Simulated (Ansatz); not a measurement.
Sn: computed properties

Theory: Ansatz, DFT r2SCAN, scalar-relativistic, plane waves, PAW.

Plane waves to 500 eV, a k mesh through Γ of 18×18×18 on the computed 1-atom cell and Gaussian smearing (0.10 eV); no spin polarisation.

The structure is relaxed at this level of theory with its symmetry kept. This form isn't the element's structure at ambient conditions.

```xyz
1
Lattice="-1.6211 1.6211 2.5995 1.6211 -1.6211 2.5995 1.6211 1.6211 -2.5995" Properties=species:S:1:pos:R:3 pbc="T T T"
Sn    0.0000    0.0000    0.0000
```

| Quantity | Value |
| --- | --- |
| Space group | I4/mmm (No. 139) |
| Volume per atom | 27.33 Å³ |
| Formation energy from the elements' standard states (uncorrected) | +0.243 eV/atom |
| Generalised Kohn–Sham band gap | none (metal) |
| Density of states at the Fermi level | 0.51 states/eV per cell |
| Löwdin character within 0.5 eV of the Fermi level | Sn 5p 81 %, Sn 5s 16 % |
| Bulk modulus | 51 GPa |
| Its pressure derivative | 4.1 |
| Bader charges (e) | Sn (1 in the cell) 0.00 |